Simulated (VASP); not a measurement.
Write the native input for VASP 6.6.1 that does the following.

* Task: relaxation of cell and atoms
* Functional: PBEsol
* Potentials or basis: VASP PAW PBE potentials, release 64 (B, As)
* Cutoff: 600 eV
* k mesh: 10 × 10 × 10
* Occupations: gaussian, width 0.03 eV
* Spin: no spin polarisation
* Further INCAR settings: ALGO = Normal; EDIFF = 1e-07; IBRION = 2; EDIFFG = -0.005; NSW = 90; ISIF = 3

The structure of BAs lies in POSCAR:

```
BAs                                     
1.0
    0.0000000000      2.3885000000      2.3885000000
    2.3885000000      0.0000000000      2.3885000000
    2.3885000000      2.3885000000      0.0000000000
  B               As            
     1     1
Direct
     0.0000000000000000    0.0000000000000000    0.0000000000000000
     0.2500000000000000    0.2500000000000000    0.2500000000000000
```

One way to write it, as run:

INCAR

```
PREC = Accurate
ENCUT = 600
EDIFF = 1E-7
ISMEAR = 0
SIGMA = 0.03
LREAL = F
LASPH = T
NELM = 80
ALGO = Normal
ISIF = 3
LWAVE = F
LCHARG = F
GGA = PS
IBRION = 2
NSW = 90
EDIFFG = -0.005
```

KPOINTS

```
regular mesh
0
Gamma
  10 10 10
```

Potentials or basis: VASP PAW PBE potentials, release 64 (B, As).

The run is started by

```console
$ cat potpaw_PBE.64/B/POTCAR potpaw_PBE.64/As/POTCAR > POTCAR
$ mpirun -np 1 vasp_std > vasp.out
```

Results of the run:

| Quantity | Value |
| --- | --- |
| Pressure after relaxing | 0.1 GPa |
| Band gap on the k mesh | 1.08 eV, indirect (least direct gap 3.24 eV) |

Caveat: the relaxation stopped at its first step, so nothing moved; the PAW data sets were made with another functional, which shifts forces and pressure a little.

Wall time 16 s on 1 thread of Intel(R) Xeon(R) Platinum 8259CL CPU @ 2.50GHz (Skylake/Cascade Lake) (shared host), peak memory 0.16 GiB.
